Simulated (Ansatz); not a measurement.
# TiB2: stress in a strained cell, part 2 of 2

Aim: deform TiB2 (equal xy, yz and zx engineering shear strains of +1 %) and compute stress, forces and field gradients with LAPW, PAW and all-electron datasets made for the crystal.

Ansatz 0.2.0; DFT PBE; a database cell (COD). «Crystal datasets» are all-electron PAW datasets made for this crystal.

## (5) All-electron PAW on datasets made for the crystal

File input.yaml:

```yaml
crystal:
  lattice:
    - [3.0291982016, 0.015145991, 0.015145991]
    - [-1.5014822878, 2.6157896002, 0.0055438175]
    - [0.016142, 0.016142, 3.2284]
  atoms:
    - { symbol: Ti, position: [0.0, 0.0, 0.0] }
    - { symbol: B, position: [0.3333333333, 0.6666666667, 0.5] }
    - { symbol: B, position: [0.6666666667, 0.3333333333, 0.5] }
kpoints:
  mp_grid: { grid: [15, 15, 13] }
scf:
  occupations: { method: fermi_dirac, width: 0.08 }
hamiltonian:
  xc: pbe
  pseudopotentials: { kind: all_electron, datasets: crystal }
output:
  forces: true
  stress: true
  eigenvalues: true
  efg: { contact_densities: true }
```

On the command line:

```bash
$ ansatz run input.yaml --threads 1 --pin off --max-ram 6144MiB --backend cpu --events-out ev --progress --plain --runs-dir out
```

Output:

```text
hamiltonian.pseudopotentials.datasets: crystal makes datasets for this crystal and solves the spheres of its atoms anew in each pass: cutoff 360.0 eV, the density's 1440.0 eV; for an error of 0.50 meV an atom under PBE, 1.5 meV for the cell; an energy difference from a run of another recipe may be off by several times the error for the cell, under r2SCAN by more, where some 0.1 meV an atom stays at smaller errors; B in spheres of 0.868 Å, 3 of its electrons in bands; Ti in spheres of 1.376 Å, 4 of its electrons in bands, 8 on its site; only band paths and densities of states list, in semicore columns, the levels of the semicore shells that are solved separately: 3s of Ti, 3p of Ti
Engine: ansatz 0.2.0
Pseudopotentials: kind: all_electron
Pseudopotential: Ti, paw, valence charge 12, recommended cutoff 360 eV (normal), Koelling and Harmon's equation, gaussian nucleus
Pseudopotential: B, paw, valence charge 3, recommended cutoff 360 eV (normal), Koelling and Harmon's equation, gaussian nucleus
Functional definition: PBE
  parameter kappa = 0.804
  parameter beta = 0.06672455060314922
  exchange = pbe_x(kappa = kappa, mu = beta*pi^2/3)
  correlation = pbe_c(beta = beta)
Crystal: 3 atoms, lattice volume = 25.653 Å³
Basis set: ecut = 360 eV, 395 PW (Γ), exchange–correlation on 40×40×40 points (8 copies of the dense FFT grid, shifted against one another)
Bands: 9, of which v1, the nominal top of the filled ones, is band 5 counted from 1 (4 counted from 0)
Symmetry: 2 space group operations
Space group: P-1 (ITA 2), of the structure as read, at distance tolerance 2.9e-5 Å
k-points: 1463 of 2925
Non-local potential: Ti, projectors of the file, l = 0: 1, l = 1: 1, l = 2: 2
Non-local potential: B, projectors of the file, l = 0: 1, l = 1: 1
PAW form: soft (Blöchl's): semilocal exchange-correlation on the pseudo side does not see the compensation charge
PAW one-centre angular grid: Ti, 590 points (default); XC on its mesh's 1951 points in the sphere
PAW one-centre angular grid: B, 110 points (default); XC on its mesh's 1929 points in the sphere
Initial density: superposition of atomic densities (neutral atoms: chi_scale 0, normalization atom)
Initial wavefunctions: pseudopotential atomic-orbital guess
Functional: x = pbe(κ = 0.804, μ = 0.2195149727645171), c = pbe(β = 0.06672455060314922)
iter 1 solved again at ethr=5.98e-2 eV; its pass at ethr=1.00e-1 eV (dr2=5.98e0 eV) is discarded
SCF iter   1: F=—  HF=-24590.474142 eV  |F-HF|=—  |Δ(HF+E_count)|=         —  Δρ=1.27e-1  dr2=6.75e0  ethr=5.98e-2  ⟨swp⟩=2.0  Hψ=83477  notcnv=0
preconditioner: auto → none  [metal: Δε(μ)=0.014 eV  Ē_g=9.800 eV  σ=0.080 eV  W_gap=0.04  n_scr=2 (ndim 8)  ℏωp=23.2 eV  f_vac=0.000  D(μ)=0.37/eV (n_scr^D=0)  sad-step TF]
SCF iter   2: F=—  HF=-24589.042936 eV  |F-HF|=—  |Δ(HF+E_count)|=    1.43e0  Δρ=4.10e-2  dr2=7.08e-1  ethr=5.98e-2  ⟨swp⟩=3.3  Hψ=31062  notcnv=0  defer=111
iter 3 solved again at ethr=6.58e-4 eV; its pass at ethr=7.08e-3 eV (dr2=6.58e-2 eV) is discarded
SCF iter   3: F=—  HF=-24588.934485 eV  |F-HF|=—  |Δ(HF+E_count)|=   1.08e-1  Δρ=1.47e-2  dr2=6.95e-2  ethr=6.58e-4  ⟨swp⟩=2.2  Hψ=73863  notcnv=0  defer=116
SCF iter   4: F=—  HF=-24588.919084 eV  |F-HF|=—  |Δ(HF+E_count)|=   1.54e-2  Δρ=9.73e-3  dr2=4.68e-2  ethr=6.58e-4  ⟨swp⟩=4.0  Hψ=41585  notcnv=0  defer=6
SCF iter   5: F=—  HF=-24588.907481 eV  |F-HF|=—  |Δ(HF+E_count)|=   1.16e-2  Δρ=3.12e-3  dr2=4.51e-3  ethr=4.68e-4  ⟨swp⟩=2.0  Hψ=25665  notcnv=0  defer=12
SCF iter   6: F=—  HF=-24588.909711 eV  |F-HF|=—  |Δ(HF+E_count)|=   2.23e-3  Δρ=1.05e-3  dr2=4.71e-4  ethr=4.51e-5  ⟨swp⟩=3.6  Hψ=25228  notcnv=0  defer=6
SCF iter   7: F=—  HF=-24588.909671 eV  |F-HF|=—  |Δ(HF+E_count)|=   3.93e-5  Δρ=1.63e-4  dr2=6.60e-6  ethr=4.71e-6  ⟨swp⟩=3.0  Hψ=35076  notcnv=0  defer=5
SCF iter   8: F=—  HF=-24588.909679 eV  |F-HF|=—  |Δ(HF+E_count)|=   7.93e-6  Δρ=1.08e-4  dr2=4.12e-6  ethr=6.60e-8  ⟨swp⟩=3.6  Hψ=29608  notcnv=0  defer=2
SCF iter   9: F=—  HF=-24588.909679 eV  |F-HF|=—  |Δ(HF+E_count)|=   7.37e-7  Δρ=6.04e-5  dr2=1.33e-6  ethr=4.12e-8  ⟨swp⟩=2.0  Hψ=20876  notcnv=0  defer=1
SCF iter  10: F=-24588.909678 eV  HF=-24588.909678 eV  |F-HF|=5.86e-8  |Δ(HF+E_count)|=   2.69e-7  Δρ=1.38e-5  dr2=5.64e-8  ethr=1.33e-8  ⟨swp⟩=3.0  Hψ=22930  notcnv=0  defer=1
SCF 1 converged in 10 iterations: F = -24588.909690 eV  dr2 = 5.64e-8
  Residual-converged pass: ⟨swp⟩=5.0  Hψ=37320  notcnv=0  max |occ|·‖R‖ = 6.4e-6 eV (tolerance 6.5e-6 eV)  dr2=5.10e-8  dr2_onsite=2.05e-8  max |Δocc| = 1.6e-8
SCF converged after 10 iterations
Free energy (F): -24588.909690 eV
Harris-Foulkes:  -24588.909690 eV  (|F-HF|=5.86e-8)
Internal energy: -24588.901593 eV  (E = F + TS)
E sigma→0 (E₀):  -24588.905641 eV
Entropy (-TS):   -0.008098 eV (-2.699 meV/atom)
Past the cutoff: the bands carry plane waves up to 1.75 times it, of which those up to 1.5 times it add -0.000739 eV an atom, each by itself; the spheres take 0.000140 eV an atom off the energy for waves past 1.75 times it
By the cutoff:   a pressure is off by up to 0.008 GPa (1.2 times the spheres' own share and the shells' term, over an atom's volume, and 0.004 GPa: a bound that held against runs at twice the plane waves)
Past the cutoffs: a stress includes 0.0044 GPa for waves and charges beyond them, in addition to the slope of what the spheres take
In the spheres:  the bands' charges fall short by 6.0e-7 e at most (sound up to 1e-3), those of shells solved beside the bands by 5.5e-7 e (sound up to 5e-4)
Fermi energy:    15.646769 eV
--- Per-component energies (eV) ---
  The terms above E_closure are by the made datasets' own strengths, without shells solved beside the bands.
--- Forces (eV/Å), atoms counted from 1 ---
  atom   1  Ti     0.00000000     0.00000000     0.00000000
  atom   2  B     -0.03330775     0.00139190    -0.00101901
  atom   3  B      0.03330775    -0.00139190     0.00101901
  max |Σ_I F_I| component: 0.00e0 eV/Å
--- Stress (GPa, compression-positive) ---
        0.674784      -2.923826      -2.547528
       -2.923826       0.660051      -2.547176
       -2.547528      -2.547176      -0.292739
  P = ⅓ Tr σ = 0.3474 GPa (3.474 kbar)
  It holds what live shells' own plane waves past their cutoff add
--- PAW observables at the nuclei: V_zz in 10²¹ V/m², potentials from the cell's mean, atoms counted from 1 ---
  atom   1  Ti V_zz =    +2.260521   η = 0.1723   by run symmetry: allowed
            electrostatic potential = -2532.855486 V   contact ρ = 56830.498008 e/Å³
  atom   2  B  V_zz =    +0.338867   η = 0.2516   by run symmetry: allowed
            electrostatic potential = -331.582151 V   contact ρ = 486.256104 e/Å³
  atom   3  B  V_zz =    +0.338867   η = 0.2516   by run symmetry: allowed
            electrostatic potential = -331.582151 V   contact ρ = 486.256104 e/Å³
--- Band table (eV; the first three rows and the last of 1463) ---
  k-point 0: bands = ["2.1156", "12.9733", "13.0672", "13.2974", "13.5164", "17.5110", "17.5353", "19.2659", "19.3036"]
  k-point 1: bands = ["2.1945", "12.4138", "13.0366", "13.1301", "14.3156", "17.3051", "17.3349", "19.1262", "19.1668"]
  k-point 2: bands = ["2.4241", "11.3813", "13.2228", "13.3148", "15.1237", "16.8429", "16.8813", "18.7337", "18.7820"]
  k-point 1462: bands = ["5.4497", "7.3622", "11.8225", "12.4201", "13.8960", "16.7845", "18.1459", "18.5560", "19.6065"]
  guard bands above this table: 0 of the run's 9 bands, where the rule asks 2: the bands that hold charge and the lowest empty level above them stay in the table. A level can be missing at the table's top as with no guard band: raise scf.n_extra_bands
```

It took 1.8 min on 1 thread of Intel Xeon Platinum 8488C (Sapphire Rapids), shared host; peak memory 1.9 GiB.

This run gives: pressure 0.35 GPa; no gap; largest force 0.033 eV/Å; Vzz Ti1 2.26 (η = 0.17), B2 0.34 (η = 0.25) (10²¹ V/m²).

## (6) Side by side

Stress (GPa, compression positive):

```tsv
method	xx	yy	zz	yz	xz	xy
LAPW	0.67	0.66	-0.30	-2.55	-2.55	-2.92
PAW	0.69	0.67	-0.34	-2.55	-2.55	-2.92
crystal datasets	0.67	0.66	-0.29	-2.55	-2.55	-2.92
```

Forces (eV/Å):

```tsv
atom	LAPW x	LAPW y	LAPW z	PAW x	PAW y	PAW z	crystal datasets x	crystal datasets y	crystal datasets z
Ti1	0.000	0.000	0.000	0.000	0.000	0.000	0.000	0.000	0.000
B2	-0.033	0.001	-0.001	-0.033	0.001	-0.001	-0.033	0.001	-0.001
B3	0.033	-0.001	0.001	0.033	-0.001	0.001	0.033	-0.001	0.001
```

| method | pressure (GPa) | largest force (eV/Å) | Vzz Ti1 (10²¹ V/m²) | Vzz B2 (10²¹ V/m²) | SCF cycles, all passes |
| --- | --- | --- | --- | --- | --- |
| LAPW | 0.35 | 0.033 | – | – | 7 |
| PAW | 0.34 | 0.033 | 2.21 | 0.31 | 6 |
| crystal datasets | 0.35 | 0.033 | 2.26 | 0.34 | 10 |

## (7) Outcome

What follows sums up all 2 parts.

| quantity | value |
| --- | --- |
| pressure | LAPW 0.35, PAW 0.34, crystal datasets 0.35 GPa |
| largest shear or deviatoric stress (LAPW) | 2.92 GPa |

The largest part of the stress beyond the pressure is 2.92 GPa in size, in the xy component; the atoms are carried along and not relaxed. No run of the undeformed cell stands beside it, so the pressure holds what the given cell had before the change. PAW: stress within 0.04 GPa of LAPW, forces within 1 meV/Å. Crystal datasets: stress within 0.01 GPa of LAPW, forces within 1 meV/Å.
